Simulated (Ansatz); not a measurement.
**Si2W: single point with PBE**

The system is Si2W.

```
CELL_PARAMETERS angstrom
-1.60690 1.60690 3.91495
1.60690 -1.60690 3.91495
1.60690 1.60690 -3.91495
ATOMIC_POSITIONS crystal
W 0.00000 0.00000 0.00000
Si 0.66530 0.66530 0.00000
Si 0.33470 0.33470 0.00000
```

```json
{
 "Program": "Ansatz 0.2.0",
 "Task": "single point",
 "Functional": "PBE",
 "Potentials or basis": "Ansatz PAW",
 "Cutoff": "420 eV (not typed: the program's choice for these potentials)",
 "k mesh": "12 × 12 × 12",
 "Occupations": "gaussian, width 0.021 eV",
 "Spin": "no spin polarisation"
}
```

```json
{
 "Pressure": "3.3 GPa",
 "Largest force": "0.081 eV/Å",
 "Band gap on the k mesh": "none (metal or under the smearing width)"
}
```

Forces on the atoms (eV/Å):
```
W    0.000  0.000  0.000
Si   0.000  0.000  0.081
Si   0.000  0.000 -0.081
```

Stress tensor (GPa, compression positive):
```
3.06 0.00 0.00
0.00 3.06 0.00
0.00 0.00 3.71
```

Levels at points of the mesh, in eV from the Fermi level:
| k point | band 8 | band 9 | band 10 | band 11 | band 12 | band 13 | band 14 | band 15 |
| --- | --- | --- | --- | --- | --- | --- | --- | --- |
| (0.00, 0.00, 0.00) | -3.37 | -2.88 | -2.88 | 0.57 | 2.72 | 2.90 | 3.03 | 3.03 |
| (0.00, 0.00, -0.50) | -5.53 | -5.05 | -3.29 | -1.80 | 2.76 | 2.93 | 3.09 | 3.87 |
| (0.00, -0.50, 0.00) | -4.89 | -2.84 | -2.80 | -0.48 | 2.67 | 2.76 | 3.90 | 4.39 |
| (-0.50, -0.50, -0.50) | -2.61 | -0.88 | -0.88 | -0.54 | -0.54 | 0.75 | 4.47 | 4.85 |

Run time: 2.1 s on 2 threads of Intel(R) Xeon(R) Platinum 8488C (Sapphire Rapids), on a shared host, peak memory 0.46 GiB.

The run has no spin-orbit coupling, so splittings on W are missing.
